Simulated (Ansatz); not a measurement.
TiCo3: a faulty run and its cure

Someone meant to compute TiCo3 with r2SCAN, plane waves and PAW in Ansatz and wrote this input.

```yaml
crystal:
  lattice:
    - [3.614, 0.0, 0.0]
    - [0.0, 3.614, 0.0]
    - [0.0, 0.0, 3.614]
  atoms:
    - { symbol: Ti, position: [0.0, 0.0, 0.0] }
    - { symbol: Co, position: [0.0, 0.5, 0.5] }
    - { symbol: Co, position: [0.5, 0.0, 0.5], spin: 2.0 }
    - { symbol: Co, position: [0.5, 0.5, 0.0] }
basis:
  ecutwfc: 500
kpoints:
  mp_grid: { grid: [12, 12, 12] }
hamiltonian:
  xc: r2scan
scf:
  occupations: { method: gaussian, width: 0.1 }
output:
  forces: true
  stress: true
  eigenvalues: true
  populations: true
magnetization:
  spin_polarized: false
```

Command:

```bash
ansatz run input.yaml --threads 1 --pin off --max-ram 2560MiB --backend cpu --events-out ev --progress --plain --runs-dir out
```

The program printed:

```text
Error: inconsistent input (magnetization.spin_polarized): false but per-atom `spin:`, `per_species`, `initial_magnetization`, `magnetic_field`, or `spin_locking` is set
```

**Question.** What is the cause?
A. Spin-orbit coupling without non-collinear spin
B. Starting moments without spin polarisation
C. A cutoff far under the potentials' need
D. Cartesian positions typed as fractional ones
E. A relaxation cut at too few steps

**Answer.** B. Moments need two spin channels. The cure is spin polarisation switched on.

Mended input, as a difference:

```diff
 crystal:
   atoms:
-    - { symbol: Ti, position: [0.0, 0.0, 0.0] }
-    - { symbol: Co, position: [0.0, 0.5, 0.5] }
-    - { symbol: Co, position: [0.5, 0.0, 0.5], spin: 2.0 }
-    - { symbol: Co, position: [0.5, 0.5, 0.0] }
+    - { symbol: Ti, position: [0.0, 0.0, 0.0], spin: -0.76 }
+    - { symbol: Co, position: [0.0, 0.5, 0.5], spin: 1.46 }
+    - { symbol: Co, position: [0.5, 0.0, 0.5], spin: 1.46 }
+    - { symbol: Co, position: [0.5, 0.5, 0.0], spin: 1.46 }
 magnetization:
-  spin_polarized: false
+  spin_polarized: true
```

Result of the mended run: a pressure of -4.27 GPa, no gap, site moments (μB) Ti -0.68, Co +1.35 (×3).

The mended run took 88 s on 1 thread of Oxide Virtual Turin-like Processor (Zen 5) (shared host), peak memory 0.75 GiB.